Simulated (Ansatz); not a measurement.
Hf3N2: how the plane-wave cutoff moves the results

Theory: DFT r2SCAN, scalar-relativistic, plane waves, PAW (Ansatz).

```yaml
crystal:
  lattice:
    - [1.59943, 0.92343, 7.75484]
    - [-1.59943, 0.92343, 7.75484]
    - [0.00000, -1.84686, 7.75484]
  atoms:
    - { symbol: Hf, position: [0.77942, 0.77942, 0.77942] }
    - { symbol: Hf, position: [0.22058, 0.22058, 0.22058] }
    - { symbol: Hf, position: [0.00000, 0.00000, 0.00000] }
    - { symbol: N, position: [0.61192, 0.61192, 0.61192] }
    - { symbol: N, position: [0.38808, 0.38808, 0.38808] }
```

```
Γ-centred k-mesh               : 12×12×12
occupation rule                : Gaussian smearing, 0.1 eV
spin treatment                 : unpolarised
valence charge of the PAW sets : Hf 26, N 5
```

The atoms are held and the plane-wave cutoff is swept. Energies are extrapolated to zero smearing and count from the reference run, 850 eV. The cell isn't necessarily relaxed at this level. Spin–orbit coupling is left out. Pressure is positive in compression and holds a correction for the finite cutoff (Pulay stress).

Times are rough; the reference took 5.3 min on 1 thread of Intel(R) Xeon(R) Processor @ 2.50GHz (Skylake/Cascade Lake), with other jobs on the host, peak memory 1.6 GiB.

(1) Tried: 150, 200, 250, 300, 350, 380, 460, 500, 520, 600, 700, 850 eV. From which plane-wave cutoff on does the energy per atom stay within 100, 10 and 1 meV of the reference?

## Answers

(1) 350 for 100 meV, 460 for 10 meV, 700 for 1 meV. The reference itself isn't shown to be converged. At 460 eV, where the energy is within 10 meV, force components already agree to within 0.002 eV/Å, where the largest force is 0.130 eV/Å.

```csv
cutoff (eV),ΔE (meV/atom),P (GPa),largest change of a force component (eV/Å),plane waves at Γ,wall time (s)
150,24182,26.58,1.621,291,38
200,4822,-3.82,0.512,455,40
250,1031,1.02,0.044,595,64
300,173,1.94,0.019,819,80
350,32.6,1.94,0.018,1001,92
380,12.4,2.13,0.014,1159,110
460,2.39,2.00,0.002,1557,140
500,1.91,1.99,0.001,1733,200
520,1.73,1.99,0.001,1817,180
600,1.02,1.98,0.000,2299,270
700,0.48,1.98,0.000,2865,330
850,0.00,1.98,0.000,3895,320
```